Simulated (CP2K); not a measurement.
Crystal: Hf.

```
CELL_PARAMETERS angstrom
3.12635 0.00000 0.00000
-1.04212 2.94755 0.00000
-1.04212 -1.47378 2.55266
ATOMIC_POSITIONS crystal
Hf 0.00000 0.00000 0.00000
```

This isn't the form of Hf at room conditions, which is hcp.

| Item | Value |
| --- | --- |
| Program | CP2K 2026.2 |
| Task | single point |
| Functional | PBEsol |
| Potentials or basis | POTENTIAL_UZH Hf GTH-PBE-q12; TZVP-MOLOPT-PBE-GTH basis |
| Density cutoff | 6123 eV |
| k mesh | 10 × 10 × 10 |
| Occupations | fermi-dirac, width 0.05 eV |
| Spin | no spin polarisation |

On this cell: pressure -7.9 GPa; band gap on the k mesh none (metal or under the smearing width).

The same run follows on a disturbed copy (cell strained at random at fixed volume):

```
Hf
1.0
     3.09769    0.00000    0.00000
    -0.91034    2.96796    0.00000
    -1.03214   -1.45544    2.55856
Hf
1
Direct
  0.98347 0.99320 0.98959
```

What does the disturbed cell give?

The energy (extrapolated to zero smearing) moves by +1.7 meV/atom; pressure -7.8 GPa; band gap on the k mesh none (metal or under the smearing width).

Stress tensor (GPa, compression positive):
```
-6.91  0.19 -0.50
 0.19 -7.03 -1.22
-0.50 -1.22 -9.57
```

Caveats: the potentials were made for another functional, which shifts forces and pressure; the basis of atomic orbitals isn't converged, which shifts pressures, moduli and gaps.
